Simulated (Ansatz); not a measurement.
Runs of Ansatz 0.2.0 on LiH. It takes space group Fm-3m (No. 225, cubic). Conventional cell: a = 4.074 Å, b = 4.074 Å, c = 4.074 Å, α = 90.00°, β = 90.00°, γ = 90.00°. Li (site symmetry m-3m) has 6 H at 2.04 Å as nearest neighbours. H (site symmetry m-3m) has 6 Li at 2.04 Å as nearest neighbours. 

```csv
task,level,potentials or basis,cell,k mesh,cutoff (eV),smearing,other keys,mesh quality,gap on the mesh (eV),pressure (GPa)
electron localisation function,r2SCANh,SPMS NC,as given,6 × 6 × 6,816,gaussian 0.1 eV,-,coarse,(a),-1.3
single point,PBE,Ansatz PAW,as given,11 × 11 × 11,420,fermi-dirac 0.05 eV,-,not flagged,3.21,-1.7
projected density of states,PBE0,Ansatz NC,as given,6 × 6 × 6,1034,fermi-dirac 0.05 eV,-,coarse,(b),-2.1
single point,PBE+D3(BJ),JTH PAW,as given,11 × 11 × 11,1170,fixed,scf.lower_state_search = light,not flagged,3.19,-4.6
single point,PBE,Ansatz PAW,"atoms moved at random, drawn with an rms of 0.05 Å",11 × 11 × 11,420,fermi-dirac 0.05 eV,-,not flagged,3.21,-1.6
atomic charges,HSE03,Ansatz PAW,as given,7 × 7 × 7,420,cold 0.01 eV,scf.n_extra_bands = 4,not flagged,4.30,-2.1
```

Alike in all rows: no spin polarisation.

Task: Fill in the values left out.

Result: (a) 4.27; (b) 4.70.

Caveats: some runs use coarse meshes; odd divisions of the mesh miss points on the zone boundary, where band edges often lie, so the gap on the mesh can be too wide (some runs); the thresholds are loose for stress (some runs); the potentials were made for another functional, which shifts forces and pressure (some runs); the meta-GGA runs on potentials made for a GGA (some runs); the PAW data sets were made with another functional, which shifts forces and pressure a little (some runs).

A k mesh can miss the band edges.
